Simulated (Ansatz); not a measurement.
Runs of Ansatz 0.2.0 on BeTe. The structure is cubic, space group F-43m (No. 216). The conventional cell has a = 5.540 Å, b = 5.540 Å, c = 5.540 Å, α = 90.00°, β = 90.00°, γ = 90.00°. Te (site symmetry -43m) has 4 Be at 2.40 Å as nearest neighbours. Around Be (site symmetry -43m) lie 4 Te at 2.40 Å. 

| task | level | cell | k mesh | cutoff (eV) | smearing | basis error allowed | gap on the mesh (eV) | pressure (GPa) |
| --- | --- | --- | --- | --- | --- | --- | --- | --- |
| elastic constants | LDA | as given | 6 × 6 × 6 | 247 | fermi-dirac 0.05 eV | 0.001 eV/atom | 1.77 | 0.6 |
| single point | PBE | as given | 8 × 8 × 8 | 227 | gaussian 0.019 eV | 0.001 eV/atom | 1.86 | 4.3 |
| single point | PBE | as given | 8 × 8 × 8 | 227 | gaussian 0.1 eV | 0.001 eV/atom | 1.86 | 4.3 |
| relaxation of cell and atoms | BLYP+D3(BJ) | relaxed | 8 × 8 × 8 | - | fermi-dirac 0.05 eV | 0.001 eV/atom | (a) | 0.0 |
| single point | PBE | as given | 8 × 8 × 8 | 227 | gaussian 0.017 eV | 0.001 eV/atom | 1.86 | 4.3 |
| single point | PBE | as given | 6 × 6 × 6 | 185 | fermi-dirac 0.06 eV | 0.004 eV/atom | 1.86 | 4.3 |
| single point | PBE | as given | 8 × 8 × 8 | 227 | gaussian 0.024 eV | 0.001 eV/atom | 1.86 | 4.3 |

Alike in all rows: potentials or basis all-electron LAPW, scalar-relativistic; no spin polarisation.

Fill in the values left out.

(a) 2.16.

Caveats: spin-orbit coupling is left out, which moves the levels of the heavy elements.

A k mesh can miss the band edges, and the runs leave out spin-orbit coupling on Te.
